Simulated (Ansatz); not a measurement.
**NiO2: relaxation of cell and atoms with PBEsol+U**

NiO2:

```
Ni O
1.0
     2.79878    0.00000    0.00000
    -1.39939    2.42382    0.00000
     0.00000    0.00000    4.61827
Ni O
1 2
Direct
  0.00000 0.00000 0.50000
  0.33333 0.66667 0.29396
  0.66667 0.33333 0.70604
```

The cell comes from a database or a generator and needn't be the stable form of this composition.

```yaml
Program: Ansatz 0.2.0
Task: relaxation of cell and atoms
Functional: PBEsol
Potentials_or_basis: Ansatz PAW
Cutoff: 420 eV
Density_cutoff: 1680 eV
k_mesh: 8 × 8 × 4
Occupations: cold, width 0.025 eV
Spin: collinear spin, ferromagnetic start
Starting_moments: "[1.0, 0.0, 0.0] μB"
Hubbard_terms: Ni d U = 8 eV
Driver: calculator
Double_counting: amf
Optimizer: FIRE
Fmax: 0.05
Steps: 30
Filter: UnitCellFilter
Hubbard_projectors: ortho-atomic (the default)
```

```json
{
 "Relaxed volume": "10.31 Å³/atom",
 "Relaxed cell": "a = 2.781 Å, b = 2.781 Å, c = 4.615 Å, α = 90.00°, β = 90.00°, γ = 120.00°",
 "Space group after relaxing (to 0.05 Å)": "P-3m1 (No. 164)",
 "Energy gained by relaxing": "5.5 meV/atom",
 "Ionic steps": "10",
 "Pressure after relaxing": "-0.3 GPa",
 "Largest force after relaxing": "0.030 eV/Å",
 "Band gap on the k mesh": "1.74 eV",
 "Net moment": "0.00 μB per cell",
 "Absolute moment": "0.00 μB per cell"
}
```

Forces in eV/Å, atoms in the order of the input:
```
Ni   0.000  0.000  0.000
O    0.000  0.000  0.030
O    0.000  0.000 -0.030
```

Stress tensor (GPa, compression positive):
```
-0.76  0.00  0.00
 0.00 -0.76  0.00
 0.00  0.00  0.62
```

The path:
| step | energy change (eV) | largest force (eV/Å) | pressure (GPa) | volume (Å³) |
| --- | --- | --- | --- | --- |
| 1 | 0.0000 | 0.4874 | -5.36 | 31.33 |
| 2 | -0.0075 | 0.3469 | -4.00 | 31.22 |
| 3 | -0.0148 | 0.0993 | -1.55 | 31.03 |
| 4 | -0.0144 | 0.1859 | 1.41 | 30.81 |
| 5 | -0.0147 | 0.1723 | 1.30 | 30.81 |
| 6 | -0.0151 | 0.1461 | 1.08 | 30.83 |
| 7 | -0.0156 | 0.1093 | 0.78 | 30.85 |
| 8 | -0.0160 | 0.0649 | 0.42 | 30.87 |
| 9 | -0.0163 | 0.0164 | 0.05 | 30.89 |
| 10 | -0.0165 | 0.0302 | -0.30 | 30.92 |

Final structure:
```
CELL_PARAMETERS angstrom
2.78131 0.00000 0.00000
-1.39065 2.40868 0.00000
0.00000 0.00000 4.61480
ATOMIC_POSITIONS crystal
Ni 0.00000 0.00000 0.50000
O 0.33333 0.66667 0.29719
O 0.66667 0.33333 0.70281
```

Eigenvalues of the final occupation matrices:
```tsv
site	spin	trace	eigenvalues
site 1	1	3.98	0.50 0.50 0.99 1.00 1.00
site 1	2	3.98	0.50 0.50 0.99 1.00 1.00
```

Run time: 30 s on 2 threads of Arm Neoverse V2, with other jobs on the host, peak memory 0.47 GiB.

Caveat: the magnetic or orbital state may not be the lowest; the pressure holds a Pulay correction of +1.0 GPa for the finite cutoff; the starting moments weren't kept. The state reached can hang on the start; a lower one may exist.
